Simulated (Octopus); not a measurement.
TiAl:

```
CELL_PARAMETERS angstrom
3.17906 0.00000 0.00000
0.00000 3.17906 0.00000
0.00000 0.00000 3.17906
ATOMIC_POSITIONS crystal
Ti 0.00000 0.00000 0.00000
Al 0.50000 0.50000 0.50000
```

The cell comes from a database or a generator and needn't be the stable form of this composition.

- Program: Octopus 16.4
- Task: single point
- Functional: PBE
- Potentials or basis: pseudodojo_pbe (PseudoDojo 0.5, PBE)
- Grid spacing: 0.118 Å
- k mesh: 8 × 8 × 8
- Occupations: fermi-dirac, width 0.05 eV
- Spin: no spin polarisation

On this cell: largest force zero by symmetry; band gap on the k mesh none (metal or under the smearing width).

The same run follows on a disturbed copy (atoms moved at random, drawn with an rms of 0.05 Å):

```
CELL_PARAMETERS angstrom
3.17906 0.00000 0.00000
0.00000 3.17906 0.00000
0.00000 0.00000 3.17906
ATOMIC_POSITIONS crystal
Ti 0.99886 0.00758 0.00170
Al 0.50931 0.50647 0.50062
```

Problem. What does the disturbed cell give?

Solution. The energy (extrapolated to zero smearing) moves by +1.8 meV/atom; largest force 0.213 eV/Å; band gap on the k mesh none (metal or under the smearing width).

Forces in eV/Å, atoms in the order of the input:
```
Ti   0.211 -0.022 -0.022
Al  -0.211  0.022  0.022
```
